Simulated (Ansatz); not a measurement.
## Te₄Mo₃: a prediction, then the measurements

Method: DFT r2SCAN, scalar-relativistic, plane waves, PAW in Ansatz.

Cutoff 500 eV; k points 6×6×6 on the computed 14-atom cell (Γ-centred); Gaussian smearing, width 0.10 eV; no spin polarisation.

Relaxed structure, symmetry kept:

```cif
data_structure
_symmetry_space_group_name_H-M 'R-3:H'
_symmetry_Int_Tables_number 148
_cell_length_a 10.3718
_cell_length_b 10.3718
_cell_length_c 11.9123
_cell_angle_alpha 90.000
_cell_angle_beta 90.000
_cell_angle_gamma 120.000
_cell_volume 1109.77
loop_
_atom_site_label
_atom_site_type_symbol
_atom_site_symmetry_multiplicity
_atom_site_Wyckoff_symbol
_atom_site_fract_x
_atom_site_fract_y
_atom_site_fract_z
_atom_site_occupancy
Te1 Te 6 c 0.00000 0.00000 0.28539 1
Te2 Te 18 f 0.30471 0.34257 0.57961 1
Mo1 Mo 18 f 0.52499 0.34666 0.42852 1
```

```
Space group                                                       : R-3 (No. 148)
Volume per atom                                                   : 178.3 bohr³
Formation energy from the elements' standard states (uncorrected) : -0.301 eV/atom
Generalised Kohn–Sham band gap                                    : none (metal)
Density of states at the Fermi level                              : 0.69 states/eV per cell (so small that it hangs on the mesh: a semimetal, or crossings between mesh points)
Löwdin character within 0.5 eV of the Fermi level                 : Mo 4d 54 %, Te 5p 42 %
```

Spin-orbit coupling is left out, which matters for the bands of heavy elements.

**Measured values to compare with.**

From “Superconducting properties of pseudobinary telluride Chevrel Phase Mo4Re2Te8”, 2022, arxiv:2206.02515, for a bulk crystal of Te4Mo3: lattice constant a 10.179 ± 0.001 Å; lattice constant c 11.674 ± 0.002 Å.

A measured lattice constant a of Te4Mo3 is 10.179 Å (quoted in the paper above); the calculated 10.372 Å misses it by +1.9 %. A measured lattice constant c of Te4Mo3 is 11.674 Å (quoted in the paper above); the calculated 11.912 Å misses it by +2.0 %. The calculation is for 0 K without zero-point motion.

Cost: 1 run of about 14 core-minutes, on Oxide Virtual Turin-like Processor (Zen 5) (shared hosts).